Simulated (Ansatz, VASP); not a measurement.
**Ca in VASP and in Ansatz**

```xyz
4
Lattice="3.8217 0.0000 0.0000 -1.9109 3.3097 0.0000 0.0000 0.0000 12.6282" Properties=species:S:1:pos:R:3 pbc="T T T"
Ca    0.0000    0.0000    0.0000
Ca    0.0000    0.0000    6.3141
Ca    0.0000    2.2065    3.1570
Ca    1.9109    1.1032    9.4711
```

Alike in both runs: functional PBEsol; k mesh 7 × 7 × 5; occupations fermi-dirac, width 0.08 eV; no spin polarisation.

Ansatz relaxed the structure, and its values are those at the end. VASP's run is a single point on that final structure, the one shown.

|  | VASP | Ansatz |
| --- | --- | --- |
| version | VASP 6.6.1 | Ansatz 0.2.0 |
| potentials or method | VASP PAW PBE potentials, release 64 (Ca_sv) | PAW with Ansatz's default frozen-core files, scalar-relativistic |
| plane-wave cutoff (eV) | 520 | 420 |
| valence electrons in the cell | 40 | 40 |

```csv
,VASP,Ansatz,Ansatz less VASP
pressure (GPa),0.4,0.4,-0.01
```

The functional is the same, so the differences come from potentials, cutoffs and numerics.

Caveats: the PAW data sets were made with another functional, which shifts forces and pressure a little (VASP).
